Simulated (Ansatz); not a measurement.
## Relaxation of Zr

The calculation used DFT r2SCAN, scalar-relativistic, plane waves, PAW in Ansatz 0.2.0. (500 eV cutoff, 10×10×10 k-mesh, Gaussian smearing of 0.10 eV, no spin polarisation)

What was changed in Sn: Sn → Zr on all its sites, cell and atoms relaxed.

Command:

```bash
ansatz run input.yaml --threads 1 --pin off --max-ram 2560MiB --backend cpu --events-out ev --progress --plain --runs-dir out
```

Input:

```yaml
crystal:
  lattice:
    - [0.0, 3.8470043496, 3.8470043496]
    - [3.8470043496, 0.0, 3.8470043496]
    - [3.8470043496, 3.8470043496, 0.0]
  atoms:
    - { symbol: Zr, position: [0.0, 0.0, 0.0] }
    - { symbol: Zr, position: [0.25, 0.25, 0.25] }
basis:
  ecutwfc: 500
kpoints:
  mp_grid: { grid: [10, 10, 10] }
hamiltonian:
  xc: r2scan
scf:
  occupations: { method: gaussian, width: 0.1 }
output:
  forces: true
  stress: true
  eigenvalues: true
relax:
  adjacent_minimum: "off"
  f_tol: 0.01
  max_steps: 60
  cell: { stress_tol: 0.1 }
```

F is the free energy. Steps run on the plane waves of an earlier cell, but the last one, and at times one on the way, on a freshly chosen basis, so a repeated geometry can differ a little in energy.

Steps:

```tsv
step	F − F(1) (eV)	largest force component (eV/Å)	V (Å³/atom)	P (GPa)
1	0.0000	0.000	56.934	-5.89
2	-0.5614	0.000	49.006	-5.29
3	-1.0109	0.000	41.851	-5.01
4	-1.4200	0.000	35.429	-4.81
5	-1.6344	0.000	29.700	-0.01
6	-1.6293	0.000	29.700	-0.04
```

Relaxed structure:

```
CELL_PARAMETERS angstrom
0.00000 3.09684 3.09684
3.09684 0.00000 3.09684
3.09684 3.09684 0.00000
ATOMIC_POSITIONS crystal
Zr 0.00000 0.00000 0.00000
Zr 0.25000 0.25000 0.25000
```

It takes space group Fd-3m (No. 227, cubic). Conventional cell: a = 6.194 Å, b = 6.194 Å, c = 6.194 Å, α = 90.00°, β = 90.00°, γ = 90.00°. Around Zr (site symmetry -43m) lie 4 Zr at 2.68 Å.

The run converged. The run took 51 s on 1 thread of Oxide Virtual Turin-like Processor (Zen 5), with other jobs on the host, peak memory 0.75 GiB.